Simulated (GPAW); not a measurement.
# CuO (Pm-3m) in GPAW: convergence with k mesh

Aim: find how far k mesh must go before the results for CuO settle, at r2SCAN. This setting moves, with any that are tied to it; all else stays.

Program: GPAW 26.7.0. These are calculated values, not measurements. Logs are shortened: lines on timing, memory, paths and dates and some standing lists are left out, and cuts for length are marked. The log counts tension as positive stress, the text compression.

### 1 The crystal as given

Symmetry: Pm-3m, No. 221, cubic system. The conventional cell has a = 2.553 Å, b = 2.553 Å, c = 2.553 Å, α = 90.00°, β = 90.00°, γ = 90.00°. Cu (site symmetry m-3m) has 8 O at 2.21 Å as nearest neighbours. Around O (site symmetry m-3m) lie 8 Cu at 2.21 Å.

Measurements of this composition are mostly on another form, of space group No. 15.

### 2 With k mesh 2 × 2 × 2

Input file run.py:

```python
from ase import Atoms
from ase.dft.bandgap import bandgap
from ase.io import write
from ase.units import GPa
from gpaw import GPAW, PW

atoms = Atoms(['Cu', 'O'],
              cell=[[2.55255061, 0.0, 0.0],
                    [0.0, 2.55255061, 0.0],
                    [0.0, 0.0, 2.55255061]],
              scaled_positions=[[0.0, 0.0, 0.0],
                                [0.5, 0.5, 0.5]],
              pbc=True)

calc = GPAW(mode=PW(800),
            xc='MGGA_X_R2SCAN+MGGA_C_R2SCAN',
            kpts={'size': (2, 2, 2), 'gamma': True},
            occupations={'name': 'fermi-dirac', 'width': 0.05},
            nbands=19,
            convergence={'density': 1e-05, 'energy': 1e-05},
            maxiter=100,
            txt='gpaw.txt')
atoms.calc = calc
energy = atoms.get_potential_energy()
forces = atoms.get_forces()
stress = atoms.get_stress()
calc.write('gs.gpw')
write('result.traj', atoms)
print(f'Energy: {energy:.6f} eV')
print('Forces (eV/A):')
print(forces.round(4))
print('Stress (GPa):', (stress / GPa).round(3))
print('Fermi level:', round(calc.get_fermi_level(), 4), 'eV')
print(f'Gap: {bandgap(calc)[0]:.4f} eV, direct: {bandgap(calc, direct=True)[0]:.4f} eV')
```

Potentials or basis: GPAW PAW data sets (gpaw-data 1.2.1), pw.

Run with:

```console
OMP_NUM_THREADS=1 python run.py
```

Run time: 15 s. Hardware: 1 thread of Intel Xeon Platinum 8259CL at 2.50GHz (Skylake/Cascade Lake), shared host; peak memory 0.22 GiB.

Results:

```
Free energy            : -14.8877 eV
Pressure               : 24.7 GPa
Band gap on the k mesh : none (metal or under the smearing width)
```

### 3 With k mesh 3 × 3 × 3

Edit run.py of step 2 so:

```diff
@@ -16,3 +16,3 @@
             xc='MGGA_X_R2SCAN+MGGA_C_R2SCAN',
-            kpts={'size': (2, 2, 2), 'gamma': True},
+            kpts={'size': (3, 3, 3), 'gamma': True},
             occupations={'name': 'fermi-dirac', 'width': 0.05},
```

Potentials or basis: GPAW PAW data sets (gpaw-data 1.2.1), pw.

Run with:

```console
OMP_NUM_THREADS=1 python run.py
```

Run time: 16 s. Hardware: 1 thread of Intel Xeon Platinum 8259CL at 2.50GHz (Skylake/Cascade Lake), shared host; peak memory 0.22 GiB.

What came out:

* Free energy: -15.7699 eV
* Pressure: 16.7 GPa
* Band gap on the k mesh: none (metal or under the smearing width)

### 4 With k mesh 4 × 4 × 4

Edit run.py of step 3 so:

```diff
@@ -16,3 +16,3 @@
             xc='MGGA_X_R2SCAN+MGGA_C_R2SCAN',
-            kpts={'size': (3, 3, 3), 'gamma': True},
+            kpts={'size': (4, 4, 4), 'gamma': True},
             occupations={'name': 'fermi-dirac', 'width': 0.05},
```

Run with:

```console
OMP_NUM_THREADS=1 python run.py
```

Wall time 24 s (1 thread of Intel Xeon Platinum 8259CL at 2.50GHz (Skylake/Cascade Lake), shared host); peak memory 0.22 GiB.

What came out:

```
Free energy            : -16.0462 eV
Pressure               : 13.6 GPa
Band gap on the k mesh : none (metal or under the smearing width)
```

### 5 With k mesh 5 × 5 × 5

Edit run.py of step 4 so:

```diff
@@ -16,3 +16,3 @@
             xc='MGGA_X_R2SCAN+MGGA_C_R2SCAN',
-            kpts={'size': (4, 4, 4), 'gamma': True},
+            kpts={'size': (5, 5, 5), 'gamma': True},
             occupations={'name': 'fermi-dirac', 'width': 0.05},
```

Run with:

```console
OMP_NUM_THREADS=1 python run.py
```

It took 33 s on 1 thread of Intel Xeon Platinum 8259CL at 2.50GHz (Skylake/Cascade Lake), shared host; peak memory 0.23 GiB.

Results (log left out):

- Free energy: -16.0147 eV
- Pressure: 14.5 GPa
- Band gap on the k mesh: none (metal or under the smearing width)

### 6 With k mesh 7 × 7 × 7

Edit run.py of step 5 so:

```diff
@@ -16,3 +16,3 @@
             xc='MGGA_X_R2SCAN+MGGA_C_R2SCAN',
-            kpts={'size': (5, 5, 5), 'gamma': True},
+            kpts={'size': (7, 7, 7), 'gamma': True},
             occupations={'name': 'fermi-dirac', 'width': 0.05},
```

Potentials or basis: GPAW PAW data sets (gpaw-data 1.2.1), pw.

Run with:

```console
OMP_NUM_THREADS=1 python run.py
```

It took 52 s on 1 thread of Intel Xeon Platinum 8259CL at 2.50GHz (Skylake/Cascade Lake), shared host; peak memory 0.23 GiB.

It converged, with:

| Property | Result |
| --- | --- |
| Free energy | -16.0360 eV |
| Pressure | 13.9 GPa |
| Band gap on the k mesh | none (metal or under the smearing width) |

### 7 With k mesh 8 × 8 × 8

Edit run.py of step 6 so:

```diff
@@ -16,3 +16,3 @@
             xc='MGGA_X_R2SCAN+MGGA_C_R2SCAN',
-            kpts={'size': (7, 7, 7), 'gamma': True},
+            kpts={'size': (8, 8, 8), 'gamma': True},
             occupations={'name': 'fermi-dirac', 'width': 0.05},
```

Run with:

```console
OMP_NUM_THREADS=1 python run.py
```

It took 78 s on 1 thread of Intel Xeon Platinum 8259CL at 2.50GHz (Skylake/Cascade Lake), shared host; peak memory 0.23 GiB.

Results (log left out):

| Item | Value |
| --- | --- |
| Free energy | -16.0268 eV |
| Pressure | 14.2 GPa |
| Band gap on the k mesh | none (metal or under the smearing width) |

### 8 With k mesh 9 × 9 × 9

Edit run.py of step 7 so:

```diff
@@ -16,3 +16,3 @@
             xc='MGGA_X_R2SCAN+MGGA_C_R2SCAN',
-            kpts={'size': (8, 8, 8), 'gamma': True},
+            kpts={'size': (9, 9, 9), 'gamma': True},
             occupations={'name': 'fermi-dirac', 'width': 0.05},
```

Run with:

```console
OMP_NUM_THREADS=1 python run.py
```

Wall time 86 s (1 thread of Intel Xeon Platinum 8259CL at 2.50GHz (Skylake/Cascade Lake), shared host); peak memory 0.23 GiB.

It converged, with:

```yaml
Free_energy: -16.0222 eV
Pressure: 14.3 GPa
Band_gap_on_the_k_mesh: none (metal or under the smearing width)
```

### 9 With k mesh 11 × 11 × 11

Edit run.py of step 8 so:

```diff
@@ -16,3 +16,3 @@
             xc='MGGA_X_R2SCAN+MGGA_C_R2SCAN',
-            kpts={'size': (9, 9, 9), 'gamma': True},
+            kpts={'size': (11, 11, 11), 'gamma': True},
             occupations={'name': 'fermi-dirac', 'width': 0.05},
```

Potentials or basis: GPAW PAW data sets (gpaw-data 1.2.1), pw.

Run with:

```console
OMP_NUM_THREADS=1 python run.py
```

It took 2.3 min on 1 thread of Intel Xeon Platinum 8259CL at 2.50GHz (Skylake/Cascade Lake), shared host; peak memory 0.24 GiB.

Results (log left out):

```yaml
Free_energy: -16.0239 eV
Pressure: 14.2 GPa
Band_gap_on_the_k_mesh: none (metal or under the smearing width)
```

### 10 With k mesh 14 × 14 × 14

Edit run.py of step 9 so:

```diff
@@ -16,3 +16,3 @@
             xc='MGGA_X_R2SCAN+MGGA_C_R2SCAN',
-            kpts={'size': (11, 11, 11), 'gamma': True},
+            kpts={'size': (14, 14, 14), 'gamma': True},
             occupations={'name': 'fermi-dirac', 'width': 0.05},
```

Potentials or basis: GPAW PAW data sets (gpaw-data 1.2.1), pw.

Run with:

```console
OMP_NUM_THREADS=1 python run.py
```

gpaw.txt:

```text
__  _  _
 | _ |_)|_||  |
 |__||  | ||/\| - 26.7.0

Input parameters:
  mode=PW(ecut=800.0),
  convergence={'density': 1e-05, 'energy': 1e-05},
  kpts=MonkhorstPack(size=(14, 14, 14), gamma=True),
  maxiter=100,
  nbands=19,
  occupations=Occupations(name='fermi-dirac', width=0.05),
  xc=XC(name='MGGA_X_R2SCAN+MGGA_C_R2SCAN')

Diagonalizing LCAO Hamiltonian
Converting LCAO to pw mode
   .-----.
  /|     |
 * |     |
 | .-O---.
 |/     /
 Cu----*

Atoms  # Å, Bohr magnetons
|   | symbol |        x |        y |        z |    initial magnetic moments |
|---|--------|----------|----------|----------|-----------------------------|
| 0 |     Cu | 0.000000 | 0.000000 | 0.000000 | ( 0.0000,  0.0000,  0.0000) |
| 1 |      O | 1.276275 | 1.276275 | 1.276275 | ( 0.0000,  0.0000,  0.0000) |

Unit cell  # Å
| periodic |        x |        y |        z |  lengths |    angles |
|----------|----------|----------|----------|----------|-----------|
|      yes | 2.552551 | 0.000000 | 0.000000 | 2.552551 | 90.000000 |
|      yes | 0.000000 | 2.552551 | 0.000000 | 2.552551 | 90.000000 |
|      yes | 0.000000 | 0.000000 | 2.552551 | 2.552551 | 90.000000 |

Number of symmetries: 48
Symmetry operations  # r_c * U_cc + t_c -> r_c
|    | kind |            matrix            |
|----|------|------------------------------|
|  0 |  E   |  1, 0, 0,  0, 1, 0,  0, 0, 1 |
|  1 |  σ   |  1, 0, 0,  0, 1, 0,  0, 0,-1 |
|  2 |  σ   |  1, 0, 0,  0, 0, 1,  0, 1, 0 |
|  3 |  C4  |  1, 0, 0,  0, 0, 1,  0,-1, 0 |
|  4 |  C4  |  1, 0, 0,  0, 0,-1,  0, 1, 0 |
|  5 |  σ   |  1, 0, 0,  0, 0,-1,  0,-1, 0 |
|  6 |  σ   |  1, 0, 0,  0,-1, 0,  0, 0, 1 |
|  7 |  C2  |  1, 0, 0,  0,-1, 0,  0, 0,-1 |
|  8 |  σ   |  0, 1, 0,  1, 0, 0,  0, 0, 1 |
|  9 |  C2  |  0, 1, 0,  1, 0, 0,  0, 0,-1 |
| 10 |  C3  |  0, 1, 0,  0, 0, 1,  1, 0, 0 |
| 11 |  S6  |  0, 1, 0,  0, 0, 1, -1, 0, 0 |
| 12 |  S6  |  0, 1, 0,  0, 0,-1,  1, 0, 0 |
| 13 |  C3  |  0, 1, 0,  0, 0,-1, -1, 0, 0 |
| 14 |  C4  |  0, 1, 0, -1, 0, 0,  0, 0, 1 |
| 15 |  S4  |  0, 1, 0, -1, 0, 0,  0, 0,-1 |
| 16 |  C3  |  0, 0, 1,  1, 0, 0,  0, 1, 0 |
| 17 |  S6  |  0, 0, 1,  1, 0, 0,  0,-1, 0 |
| 18 |  σ   |  0, 0, 1,  0, 1, 0,  1, 0, 0 |
| 19 |  C4  |  0, 0, 1,  0, 1, 0, -1, 0, 0 |
| 20 |  C2  |  0, 0, 1,  0,-1, 0,  1, 0, 0 |
| 21 |  S4  |  0, 0, 1,  0,-1, 0, -1, 0, 0 |
| 22 |  S6  |  0, 0, 1, -1, 0, 0,  0, 1, 0 |
| 23 |  C3  |  0, 0, 1, -1, 0, 0,  0,-1, 0 |
| 24 |  S6  |  0, 0,-1,  1, 0, 0,  0, 1, 0 |
| 25 |  C3  |  0, 0,-1,  1, 0, 0,  0,-1, 0 |
| 26 |  C4  |  0, 0,-1,  0, 1, 0,  1, 0, 0 |
| 27 |  σ   |  0, 0,-1,  0, 1, 0, -1, 0, 0 |
| 28 |  S4  |  0, 0,-1,  0,-1, 0,  1, 0, 0 |
| 29 |  C2  |  0, 0,-1,  0,-1, 0, -1, 0, 0 |
| 30 |  C3  |  0, 0,-1, -1, 0, 0,  0, 1, 0 |
| 31 |  S6  |  0, 0,-1, -1, 0, 0,  0,-1, 0 |
| 32 |  C4  |  0,-1, 0,  1, 0, 0,  0, 0, 1 |
| 33 |  S4  |  0,-1, 0,  1, 0, 0,  0, 0,-1 |
| 34 |  S6  |  0,-1, 0,  0, 0, 1,  1, 0, 0 |
| 35 |  C3  |  0,-1, 0,  0, 0, 1, -1, 0, 0 |
| 36 |  C3  |  0,-1, 0,  0, 0,-1,  1, 0, 0 |
| 37 |  S6  |  0,-1, 0,  0, 0,-1, -1, 0, 0 |
| 38 |  σ   |  0,-1, 0, -1, 0, 0,  0, 0, 1 |
| 39 |  C2  |  0,-1, 0, -1, 0, 0,  0, 0,-1 |
| 40 |  σ   | -1, 0, 0,  0, 1, 0,  0, 0, 1 |
| 41 |  C2  | -1, 0, 0,  0, 1, 0,  0, 0,-1 |
| 42 |  C2  | -1, 0, 0,  0, 0, 1,  0, 1, 0 |
| 43 |  S4  | -1, 0, 0,  0, 0, 1,  0,-1, 0 |
| 44 |  S4  | -1, 0, 0,  0, 0,-1,  0, 1, 0 |
| 45 |  C2  | -1, 0, 0,  0, 0,-1,  0,-1, 0 |
| 46 |  C2  | -1, 0, 0,  0,-1, 0,  0, 0, 1 |
| 47 |  i   | -1, 0, 0,  0,-1, 0,  0, 0,-1 |

BZ-sampling:
  Number of BZ points: 2744
  Number of IBZ points: 120

  Monkhorst-Pack size: [14, 14, 14]
  Monkhorst-Pack shift: [0.03571428571428571, 0.03571428571428571, 0.03571428571428571]

K-points  # in reciprocal-cell coordinates
|     |                                coordinates |     weight |
|-----|--------------------------------------------|------------|
|   0 | (  0.00000000,   0.00000000,   0.00000000) | 0.00036443 |
|   1 | (  0.07142857,   0.00000000,   0.00000000) | 0.00218659 |
|   2 | (  0.07142857,   0.07142857,   0.00000000) | 0.00437318 |
|   3 | (  0.07142857,   0.07142857,   0.07142857) | 0.00291545 |
|   4 | (  0.14285714,   0.00000000,   0.00000000) | 0.00218659 |
|   5 | (  0.14285714,   0.07142857,   0.00000000) | 0.00874636 |
|   6 | (  0.14285714,   0.07142857,   0.07142857) | 0.00874636 |
|   7 | (  0.14285714,   0.14285714,   0.00000000) | 0.00437318 |
|   8 | (  0.14285714,   0.14285714,   0.07142857) | 0.00874636 |
|   9 | (  0.14285714,   0.14285714,   0.14285714) | 0.00291545 |
| ... |                                            |            |
| 119 | (  0.50000000,   0.50000000,   0.50000000) | 0.00036443 |

Plane wave coefficients: 876
Cutoff: 800.0 eV

Spin-components: 1 (collinear spins)
Bands:           19
Projectors:      11
Spin-degeneracy: 2
Datatype:        complex128

Parallelization:
  kpt:    1
  domain: 1
  band:   1

Density:
  Valence electrons: 17.0
  Components: 1
  Grid points: [18 18 18]
  Charge: 0.0  # |e|

Potential:
  Grid points: [18 18 18]

species:
  Cu:
    name:    Copper
    Z:       29.0
    valence: 11
    core:    18
    charge:  0.0  # [|e|]
    compensation charges:
      type: gauss
      rc: 0.33  # [Å]
      lmax: 2
    cutoffs:
      filter: 2.06  # [Å]
      core: 2.43  # [Å]
    projectors
    | kind |    occ | energy [eV] | rcut [Å] |
    |------|--------|-------------|----------|
    |   4s |  1.000 |      -4.609 |    1.164 |
    |   4p |  0.000 |      -0.698 |    1.164 |
    |   3d | 10.000 |      -5.039 |    1.058 |
    |    s |        |      22.603 |    1.164 |
    |    p |        |      26.513 |    1.164 |
    |    d |        |      22.172 |    1.058 |

    Using partial waves for Cu as LCAO basis

  O:
    name:    Oxygen
    Z:       8.0
    valence: 6
    core:    2
    charge:  0.0  # [|e|]
    compensation charges:
      type: gauss
      rc: 0.21  # [Å]
      lmax: 2
    cutoffs:
      filter: 1.17  # [Å]
      core: 0.83  # [Å]
    projectors
    | kind |    occ | energy [eV] | rcut [Å] |
    |------|--------|-------------|----------|
    |   2s |  2.000 |     -23.961 |    0.688 |
    |   2p |  4.000 |      -9.029 |    0.598 |
    |    s |        |       3.251 |    0.688 |
    |    p |        |      18.182 |    0.598 |
    |    d |        |       0.000 |    0.619 |

    Using partial waves for O as LCAO basis

Reference energy: -47062.304142  # eV

eigensolver:
  PPCG
  Converge bands: occupied
  niter=2

density mixing:
  MSR1-Mixer
  Pratt-step length: 0.05
  Maximum mixing coefficient: 0.75
  Old densities: 10
  SVD Regularization: 0.005
  Good broyden scale: 1.0
  Trust region scale: 1.0
  Backstep threshold: 4.0
  History deletion threshold: 6.0
  Fourier metric: weight=20.0, sigma=0.015

occupation numbers:
  Fermi-Dirac:
    width: 0.0500  # eV

poisson solver:
  ecut: 6400.0  # eV

xc functional:
  name: MGGA_X_R2SCAN+MGGA_C_R2SCAN with 2 nearest neighbor stencil

convergence criteria:
- Maximum integral of absolute [dens]ity change: 1e-05 electrons / valence electron
- Maximum [total energy] change in last 3 cyles: 1e-05 eV / valence electron
- Maximum integral of absolute [eigenst]ate change: 4e-08 eV^2 / valence electron
maximum number of iterations: 100

SCF iterations
|iter     | |      energy | eigst |  dens |
|---------|-|-------------|-------|-------|
|iter:   1| |  -21.284038 | -0.07 |       |
|iter:   2| |  -17.317965 | -1.53 | -0.90 |
|iter:   3| |  -15.990578 | -1.86 | -0.99 |
|iter:   4| |  -16.010331 | -2.76 | -1.51 |
|iter:   5| |  -16.027394 | -2.92 | -1.67 |
|iter:   6| |  -16.013540 | -3.34 | -1.87 |
|iter:   7| |  -16.013762 | -4.81 | -3.07 |
|iter:   8| |  -16.013838 | -5.74 | -3.30 |
|iter:   9| |  -16.013813c| -6.96 | -3.55 |
|iter:  10| |  -16.013813c| -8.54c| -4.51 |
|iter:  11| |  -16.013814c| -8.97c| -4.81 |
|iter:  12| |  -16.013814c| -8.76c| -5.20c|

Converged in 12 steps
Energy contributions relative to reference atoms: (reference = -47062.304142)

Energy contributions:
  Kinetic:          17.093087
  Coulomb:         -15.873238
  Zero:              0.213646
  External:          0.000000
  Xc:              -17.436645
  Entropy:          -0.021326
  Spinorbit:         0.000000
  ----------------------------
  Free energy:     -16.024477
  Extrapolated:    -16.013814

dipole moment: (-5.424849, -5.424849, -5.424849)  # |e|*Ang

Fermi level: 8.422
Eigenvalues  # (at kpt = [0.000, 0.000, 0.000])
| band index |      eig [eV] | occ [0-2] |
|------------|---------------|-----------|
|          0 |       -12.734 |     2.000 |
|          1 |         4.679 |     2.000 |
|          2 |         4.679 |     2.000 |
|          3 |         6.203 |     2.000 |
|          4 |         6.203 |     2.000 |
|          5 |         6.203 |     2.000 |
[... 9 lines left out ...]
|         15 |        44.509 |     0.000 |
|         16 |        44.551 |     0.000 |
|        ... |               |           |
|         18 |        44.551 |     0.000 |

No gap
No difference between direct/indirect transitions

Forces  # eV/Ang
|        x |        y |       z |
|----------|----------|---------|
| -0.00000 | -0.00000 | 0.00000 |  # Cu   0
|  0.00000 |  0.00000 | 0.00000 |  # O    1

Stress tensor  # eV/Ang^3
|         x |         y |         z |
|-----------|-----------|-----------|
| -0.088637 |  0.000000 |  0.000000 |
|  0.000000 | -0.088637 |  0.000000 |
|  0.000000 |  0.000000 | -0.088637 |

# Writing to gs.gpw (mode='')
```

stdout:

```text
Energy: -16.013814 eV
Forces (eV/A):
[[-0. -0.  0.]
 [ 0.  0.  0.]]
Stress (GPa): [-14.201 -14.201 -14.201   0.      0.      0.   ]
Fermi level: 8.4221 eV
Gap: 0.0000 eV, direct: 0.0000 eV
```

Run time: 4.1 min. Hardware: 1 thread of Intel Xeon Platinum 8259CL at 2.50GHz (Skylake/Cascade Lake), shared host; peak memory 0.27 GiB.

What came out:

* Free energy: -16.0245 eV
* Pressure: 14.2 GPa
* Band gap on the k mesh: none (metal or under the smearing width)

### 11 Result

| k mesh | energy less the tightest run, at zero smearing (meV/atom) | pressure (GPa) | SCF cycles | CPU time (s) | peak memory (GiB) |
| --- | --- | --- | --- | --- | --- |
| 2 × 2 × 2 | 579.51 | 24.70 | 14 | 15 | 0.22 |
| 3 × 3 × 3 | 131.09 | 16.75 | 11 | 16 | 0.22 |
| 4 × 4 × 4 | -10.18 | 13.57 | 11 | 24 | 0.22 |
| 5 × 5 × 5 | 8.90 | 14.52 | 13 | 33 | 0.23 |
| 7 × 7 × 7 | -7.82 | 13.91 | 12 | 52 | 0.23 |
| 8 × 8 × 8 | -1.52 | 14.16 | 12 | 78 | 0.23 |
| 9 × 9 × 9 | 2.14 | 14.34 | 12 | 86 | 0.23 |
| 11 × 11 × 11 | 0.63 | 14.23 | 12 | 140 | 0.24 |
| 14 × 14 × 14 | 0.00 | 14.20 | 12 | 240 | 0.27 |

Against the tightest run, the energy stays within 1 meV/atom from 11 × 11 × 11 on; the pressure stays within 0.1 GPa from 11 × 11 × 11 on. Meshes of other sizes hit other points, so gaps and Fermi surfaces needn't settle smoothly. The tightest run that finished is the yardstick and may itself not be fully converged.

Caveats: with this Cu data set, volumes or pressures lay over 1.5 % or 2 GPa off other programs in two to four cells of ten; the PAW data sets were made with another functional, which shifts forces and pressure a little; an odd number of electrons without spin polarisation forces a metal; a magnetic or distorted state may lie lower; the run has no spin polarisation, though such a crystal can be magnetic; semilocal functionals often make such compounds metallic where correlation or magnetic order opens a gap, which also shifts bond lengths.
